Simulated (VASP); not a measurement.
W, 4 atoms in the cell. The cell holds a slab with vacuum, 4 atoms: a = 3.074 Å, b = 3.074 Å, c = 25.709 Å, α = 90.00°, β = 90.00°, γ = 90.00°. The cell was built by a generator and needn't be a form met in nature.

- Program: VASP 6.6.1
- Task: single point
- Functional: LDA
- Potentials or basis: VASP PAW LDA potentials, release 64 (W_sv)
- Cutoff: 520 eV
- k mesh: 12 × 12 × 1
- Occupations: methfessel-paxton, width 0.1 eV
- Spin: no spin polarisation
- Dipole correction: yes
- Further INCAR settings: ALGO = Fast; EDIFF = 1e-06; NBANDS = 36

Potentials or basis: VASP PAW LDA potentials, release 64 (W_sv).

The run is started by

```console
$ cat potpaw_LDA.64/W_sv/POTCAR > POTCAR
$ mpirun -np 1 vasp_std > vasp.out
```

Hardware: 1 thread of Intel(R) Xeon(R) 6975P-C (Granite Rapids), with other jobs on the host.

**Question.** How long does it take, and how much memory?

**Answer.** Wall time 3.5 min on 1 thread of Intel(R) Xeon(R) 6975P-C (Granite Rapids), with other jobs on the host, peak memory 0.34 GiB. Counts: scf iterations 26, k points 28.
